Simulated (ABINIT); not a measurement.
# Cr (Im-3m) in ABINIT: a series of runs

The runs below take Cr through single point, with PBE.

Program: ABINIT 10.8.3 (patched build). These are calculated values, not measurements. Logs are shortened: lines on timing, memory, paths and dates and some standing lists are left out, and cuts for length are marked. The log counts tension as positive stress, the text compression.

## (1) Starting point

The structure is cubic, space group Im-3m (No. 229). The conventional cell has a = 2.969 Å, b = 2.969 Å, c = 2.969 Å, α = 90.00°, β = 90.00°, γ = 90.00°. Around Cr (site symmetry m-3m) lie 8 Cr at 2.57 Å.

## (2) Single point, PBE

run.abi reads:

```
# Pseudopotentials
pp_dirpath "./"
pseudos "Cr.GGA_PBE-JTH.xml"

# Structure
acell 3*1.0 Angstrom
rprim
    -1.4844496776     1.4844496776     1.4844496776
     1.4844496776    -1.4844496776     1.4844496776
     1.4844496776     1.4844496776    -1.4844496776
ntypat 1
znucl 24
natom 1
typat 1
xred
     0.0000000000     0.0000000000     0.0000000000

# Plane-wave basis
ecut 23.0
pawecutdg 45.0
pawxcdev 0

# k points
kptopt 1
ngkpt 12 12 12
nshiftk 1
shiftk 0.0 0.0 0.0

# Exchange and correlation
ixc 11

# Bands and occupations
nband 11
occopt 3
tsmear 0.05 eV

# SCF cycle
nstep 100
tolvrs 1.0e-9

# Output
iomode 3
prtwf 0
prtden 0
prteig 0
prtebands 0
enunit 2
```

Potentials or basis: JTH PAW PBE v2.0.

Command:

```bash
$ abinit run.abi > log 2>&1
```

run.abo:

```text
.Version 10.8.3 of ABINIT
 Symmetries : space group Im -3 m (#229); Bravais cI (body-center cubic)
================================================================================
 Values of the parameters that define the memory need of the present run
     intxc =       0    ionmov =       0      iscf =      17    lmnmax =      18
     lnmax =       6     mgfft =      24  mpssoang =       3    mqgrid =    3001
     natom =       1  nloc_mem =       2    nspden =       1   nspinor =       1
    nsppol =       1      nsym =      48    n1xccc =       1    ntypat =       1
    occopt =       3   xclevel =       2
       mpw =         475          nfft =       13824          nkpt =          72
 PAW method is used; the additional fine FFT grid is defined by:
   mgfftf=        30    nfftf =     27000
================================================================================
================================================================================

--------------------------------------------------------------------------------
------------- Echo of variables that govern the present computation ------------
--------------------------------------------------------------------------------
 -outvars: echo values of preprocessed input variables --------
            acell      1.8897261259E+00  1.8897261259E+00  1.8897261259E+00 Bohr
              amu      5.19961000E+01
             ecut      2.30000000E+01 Hartree
           enunit           2
                       outvar_i_n : Printing only first  50 k-points.
              ixc          11
                       outvar_i_n : Printing only first  50 k-points.
         kptrlatt       12    0    0      0   12    0      0    0   12
          kptrlen      5.83050565E+01
            natom           1
            nband          11
            ngfft          24      24      24
          ngfftdg          30      30      30
             nkpt          72
            nstep         100
             nsym          48
           ntypat           1
                       prtocc : prtvol=0, do not print more k-points.
           occopt           3
        pawecutdg      4.50000000E+01 Hartree
         pawxcdev           0
           prtden           0
        prtebands           0
           prteig           0
            prtwf           0
            rprim     -1.4844496776E+00  1.4844496776E+00  1.4844496776E+00
                       1.4844496776E+00 -1.4844496776E+00  1.4844496776E+00
                       1.4844496776E+00  1.4844496776E+00 -1.4844496776E+00
          spgroup         229
           tolvrs      1.00000000E-09
           tsmear      1.83746611E-03 Hartree
            typat      1
           useylm           1
                       outvars : Printing only first  50 k-points.
            znucl       24.00000

================================================================================

 chkinp: Checking input parameters for consistency.

================================================================================
== DATASET  1 ==================================================================

--- !DatasetInfo
iteration_state: {dtset: 1, }
dimensions: {natom: 1, nkpt: 72, mband: 11, nsppol: 1, nspinor: 1, nspden: 1, mpw: 475, }
cutoff_energies: {ecut:  23.0, pawecutdg:  45.0, }
electrons: {nelect:   1.40000000E+01, charge:   0.00000000E+00, occopt:   3.00000000E+00, tsmear:   1.83746611E-03, }
meta: {optdriver: 0, ionmov: 0, optcell: 0, iscf: 17, paral_kgb: 0, }
...

 Exchange-correlation functional for the present dataset will be:
  GGA: Perdew-Burke-Ernzerhof functional - ixc=11
  J.P.Perdew, K.Burke, M.Ernzerhof, PRL 77, 3865 (1996)

 Real(R)+Recip(G) space primitive vectors, cartesian coordinates (Bohr,Bohr^-1):
 R(1)= -2.8052033  2.8052033  2.8052033  G(1)=  0.0000000  0.1782402  0.1782402
 R(2)=  2.8052033 -2.8052033  2.8052033  G(2)=  0.1782402  0.0000000  0.1782402
 R(3)=  2.8052033  2.8052033 -2.8052033  G(3)=  0.1782402  0.1782402  0.0000000
 Unit cell volume ucvol=  8.8298440E+01 bohr^3
 Angles (23,13,12)=  1.09471221E+02  1.09471221E+02  1.09471221E+02 degrees

 Coarse grid specifications (used for wave-functions):

 getcut: wavevector=  0.0000  0.0000  0.0000  ngfft=  24  24  24
         ecut(hartree)=     23.000   => boxcut(ratio)=   2.28801

 getcut : COMMENT -
  Note that boxcut > 2.2 ; recall that boxcut=Gcut(box)/Gcut(sphere) = 2
  is sufficient for exact treatment of convolution.
  Such a large boxcut is a waste : you could raise ecut
  e.g. ecut=   30.101095 Hartrees makes boxcut=2

 Fine grid specifications (used for densities):

 getcut: wavevector=  0.0000  0.0000  0.0000  ngfft=  30  30  30
         ecut(hartree)=     45.000   => boxcut(ratio)=   2.04468

--- Pseudopotential description ------------------------------------------------
- pspini: atom type   1  psp file is ./Cr.GGA_PBE-JTH.xml
 Pseudopotential format is: paw10
 basis_size (lnmax)=  6 (lmn_size= 18), orbitals=   0   0   1   1   2   2
 Spheres core radius: rc_sph= 2.10817612
 Shapefunction is SIN type: shapef(r)=[sin(pi*r/rshp)/(pi*r/rshp)]**2
 Radius for shape functions =  1.80035846
 Compensation charge density is not taken into account in XC energy/potential

   3.78186631E+02                                ecore*ucvol(ha*bohr**3)
--------------------------------------------------------------------------------

[... 7 lines left out ...]

     iter   Etot(hartree)      deltaE(h)  residm     nres2
 ETOT  1  -86.471420218935    -8.647E+01 5.475E+00 3.200E+01
 ETOT  2  -87.466741637909    -9.953E-01 1.049E-01 2.799E+01
 ETOT  3  -87.404774344951     6.197E-02 3.577E-02 4.684E+00
 ETOT  4  -87.411976053827    -7.202E-03 1.282E-02 5.805E+00
 ETOT  5  -87.435321368112    -2.335E-02 4.362E-03 7.596E+00
 ETOT  6  -87.415782389637     1.954E-02 2.800E-03 1.405E+00
 ETOT  7  -87.415184131354     5.983E-04 2.535E-03 7.338E-01
 ETOT  8  -87.414044368794     1.140E-03 1.442E-03 2.584E-01
 ETOT  9  -87.413864159349     1.802E-04 1.125E-03 9.059E-02
 ETOT 10  -87.413862577383     1.582E-06 8.628E-04 8.273E-02
 ETOT 11  -87.413778647863     8.393E-05 6.881E-04 5.253E-02
 ETOT 12  -87.413687270789     9.138E-05 4.044E-04 8.505E-03
 ETOT 13  -87.413701988859    -1.472E-05 4.447E-04 1.794E-03
 ETOT 14  -87.413700761954     1.227E-06 3.088E-04 9.150E-04
 ETOT 15  -87.413700725382     3.657E-08 3.164E-04 6.676E-04
 ETOT 16  -87.413700776659    -5.128E-08 2.873E-04 1.338E-04
 ETOT 17  -87.413700573474     2.032E-07 2.108E-04 2.880E-05
 ETOT 18  -87.413700537961     3.551E-08 2.682E-04 1.777E-05
 ETOT 19  -87.413700500127     3.783E-08 1.257E-04 1.258E-07
 ETOT 20  -87.413700504156    -4.029E-09 2.378E-04 2.319E-08
 ETOT 21  -87.413700504295    -1.385E-10 7.336E-05 1.259E-08
 ETOT 22  -87.413700504267     2.781E-11 2.043E-04 5.844E-10

 At SCF step   22       nres2   =  5.84E-10 < tolvrs=  1.00E-09 =>converged.

 Cartesian components of stress tensor (hartree/bohr^3)
  sigma(1 1)=  8.48715688E-04  sigma(3 2)=  0.00000000E+00
  sigma(2 2)=  8.48715688E-04  sigma(3 1)=  0.00000000E+00
  sigma(3 3)=  8.48715688E-04  sigma(2 1)=  0.00000000E+00

--- !ResultsGS
iteration_state: {dtset: 1, }
comment   : Summary of ground state results
lattice_vectors:
- [ -2.8052033,   2.8052033,   2.8052033, ]
- [  2.8052033,  -2.8052033,   2.8052033, ]
- [  2.8052033,   2.8052033,  -2.8052033, ]
lattice_lengths: [   4.85875,    4.85875,    4.85875, ]
lattice_angles: [109.471, 109.471, 109.471, ] # degrees, (23, 13, 12)
lattice_volume:   8.8298440E+01
convergence: {deltae:  2.781E-11, res2:  5.844E-10, residm:  2.043E-04, diffor: null, }
etotal    :  -8.74137005E+01
entropy   :   0.00000000E+00
fermie    :   3.33208918E-01
cartesian_stress_tensor: # hartree/bohr^3
- [  8.48715688E-04,   0.00000000E+00,   0.00000000E+00, ]
- [  0.00000000E+00,   8.48715688E-04,   0.00000000E+00, ]
- [  0.00000000E+00,   0.00000000E+00,   8.48715688E-04, ]
pressure_GPa:  -2.4970E+01
xred      :
- [  0.0000E+00,   0.0000E+00,   0.0000E+00, Cr]
cartesian_forces: # hartree/bohr
- [ -0.00000000E+00,  -0.00000000E+00,  -0.00000000E+00, ]
force_length_stats: {min:   0.00000000E+00, max:   0.00000000E+00, mean:   0.00000000E+00, }
...

 Integrated electronic density in atomic spheres:
 ------------------------------------------------
 Atom  Sphere_radius  Integrated_density
    1        2.10818         12.06059149

================================================================================

 ----iterations are completed or convergence reached----

 Mean square residual over all n,k,spin=   53.640E-08; max=  20.430E-05
 reduced coordinates (array xred) for    1 atoms
       0.000000000000      0.000000000000      0.000000000000
 rms dE/dt=  0.0000E+00; max dE/dt=  0.0000E+00; dE/dt below (all hartree)
    1       0.000000000000      0.000000000000      0.000000000000

 cartesian coordinates (angstrom) at end:
    1      0.00000000000000     0.00000000000000     0.00000000000000

 cartesian forces (hartree/bohr) at end:
    1     -0.00000000000000    -0.00000000000000    -0.00000000000000
 frms,max,avg= 0.0000000E+00 0.0000000E+00   0.000E+00  0.000E+00  0.000E+00 h/b

 cartesian forces (eV/Angstrom) at end:
    1     -0.00000000000000    -0.00000000000000    -0.00000000000000
 frms,max,avg= 0.0000000E+00 0.0000000E+00   0.000E+00  0.000E+00  0.000E+00 e/A
 length scales=  1.889726125908  1.889726125908  1.889726125908 bohr
              =  1.000000000000  1.000000000000  1.000000000000 angstroms
 Fermi (or HOMO) energy (hartree) =   0.33321   Average Vxc (hartree)=  -0.46120
 Eigenvalues (hartree) for nkpt=  72  k points:
 kpt#   1, nband= 11, wtk=  0.00058, kpt=  0.0000  0.0000  0.0000 (reduced coord)
  -2.30894   -1.24021   -1.24021   -1.24021    0.05527    0.30591    0.30591    0.30591
   0.37069    0.37069    1.12406
      occupation numbers for kpt#   1
   2.00000    2.00000    2.00000    2.00000    2.00000    2.00000    2.00000    2.00000
   0.00000    0.00000    0.00000
 prteigrs : prtvol=0 or 1, do not print more k-points.

 Fermi (or HOMO) energy (eV) =   9.06708   Average Vxc (eV)= -12.54988
 Eigenvalues (   eV  ) for nkpt=  72  k points:
 kpt#   1, nband= 11, wtk=  0.00058, kpt=  0.0000  0.0000  0.0000 (reduced coord)
 -62.82952  -33.74789  -33.74789  -33.74789    1.50393    8.32425    8.32425    8.32425
  10.08692   10.08692   30.58731
 prteigrs : prtvol=0 or 1, do not print more k-points.

--- !EnergyTerms
iteration_state     : {dtset: 1, }
comment             : Components of total free energy in Hartree
kinetic             :  1.50991053827607E+01
hartree             :  1.74635458928746E+01
xc                  : -4.69718186672477E+00
Ewald energy        : -6.35684538755965E+01
psp_core            :  4.28304996089374E+00
local_psp           : -5.05872551065731E+01
PAW spherical_terms : -5.40634070935199E+00
internal            : -8.74135303217174E+01
'-kT*entropy'       : -1.96422330855242E-04
total_energy        : -8.74137267440482E+01
total_energy_eV     : -2.37864868163294E+03
...

--- !EnergyTermsDC
iteration_state     : {dtset: 1, }
comment             : '"Double-counting" decomposition of free energy'
band_energy         : -1.05857963005648E+01
Ewald energy        : -6.35684538755965E+01
psp_core            :  4.28304996089374E+00
xc_dc               : -1.60456388014495E+01
PAW spherical_terms : -1.49666506521893E+00
internal            : -8.74135040819360E+01
'-kT*entropy'       : -1.96422330855242E-04
total_energy_dc     : -8.74137005042669E+01
total_energy_dc_eV  : -2.37864796761211E+03
...

--- !EnergyTermsWithPAWCore
iteration_state     : {dtset: 1, }
comment             : 'Components of total free energy, including PAW core contributions'
Total energy        : -1.05087078567457E+03
Total energy DC     : -1.05087075943479E+03
Total energy (eV)   : -2.85956508436083E+04
Total energy DC (eV): -2.85956501295874E+04
...

 Cartesian components of stress tensor (hartree/bohr^3)
  sigma(1 1)=  8.48715688E-04  sigma(3 2)=  0.00000000E+00
  sigma(2 2)=  8.48715688E-04  sigma(3 1)=  0.00000000E+00
  sigma(3 3)=  8.48715688E-04  sigma(2 1)=  0.00000000E+00

-Cartesian components of stress tensor (GPa)         [Pressure= -2.4970E+01 GPa]
- sigma(1 1)=  2.49700776E+01  sigma(3 2)=  0.00000000E+00
- sigma(2 2)=  2.49700776E+01  sigma(3 1)=  0.00000000E+00
- sigma(3 3)=  2.49700776E+01  sigma(2 1)=  0.00000000E+00

== END DATASET(S) ==============================================================
================================================================================

 -outvars: echo values of variables after computation  --------
            acell      1.8897261259E+00  1.8897261259E+00  1.8897261259E+00 Bohr
           etotal     -8.7413700504E+01
            fcart     -0.0000000000E+00 -0.0000000000E+00 -0.0000000000E+00
            rprim     -1.4844496776E+00  1.4844496776E+00  1.4844496776E+00
                       1.4844496776E+00 -1.4844496776E+00  1.4844496776E+00
                       1.4844496776E+00  1.4844496776E+00 -1.4844496776E+00
           strten      8.4871568814E-04  8.4871568814E-04  8.4871568814E-04
                       0.0000000000E+00  0.0000000000E+00  0.0000000000E+00
 Calculation completed.
```

It took 23 s on 1 thread of Arm Neoverse V1, shared host; peak memory 0.09 GiB.

Results:

```yaml
Free_energy: -2378.6480 eV
Pressure: -25.0 GPa
Band_gap_on_the_k_mesh: none (metal or under the smearing width)
Valence_electrons_inside_the_program's_atomic_spheres: Cr 12.06 (radii [1.1156] Å)
```

Levels at points of the mesh, in eV from the Fermi level:
```
           k point  band 3  band 4  band 5  band 6  band 7  band 8  band 9  band 10  band 11
(0.00, 0.00, 0.00)  -42.81  -42.81   -7.56   -0.74   -0.74   -0.74    1.02     1.02    21.52
(0.50, 0.00, 0.00)  -43.01  -42.82   -3.88   -2.05    0.95    0.99    1.29     2.42     8.37
(0.50, 0.50, 0.50)  -43.25  -43.25   -3.60   -3.60    2.10    2.10    2.10     9.64     9.64
```

Caveat: the run has no spin polarisation, though such a crystal can be magnetic. Spin polarisation is off, so any magnetic state and its effect on volume and gap are missing.

(Continued in part 2 of 2.)
